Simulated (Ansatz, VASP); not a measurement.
Two plane-wave programs on KF (Carobbiite)

```
CELL_PARAMETERS angstrom
0.00000 2.67185 2.67185
2.67185 0.00000 2.67185
2.67185 2.67185 0.00000
ATOMIC_POSITIONS crystal
K 0.00000 0.00000 0.00000
F 0.50000 0.50000 0.50000
```

Alike in both runs: task single point; functional PBEsol; k mesh 6 × 6 × 6; occupations gaussian, width 0.1 eV; no spin polarisation.

|  | VASP | Ansatz |
| --- | --- | --- |
| version | VASP 6.6.1 | Ansatz 0.2.0 |
| potentials or method | VASP PAW PBE potentials, release 64 (K_sv, F) | scalar-relativistic, plane waves, PAW |
| plane-wave cutoff (eV) | 520 | 420 |
| valence electrons in the cell | 16 | 16 |

```csv
,VASP,Ansatz,Ansatz less VASP
gap on the k mesh at the Fermi level (eV),6.03,6.05,+0.016
least direct gap on the mesh (eV),6.03,6.05,+0.016
pressure (GPa),-0.6,-0.7,-0.04
```

Caveats: the PAW data sets were made with another functional, which shifts forces and pressure a little (VASP). PBEsol gaps usually lie below the measured ones, often by a third to a half.
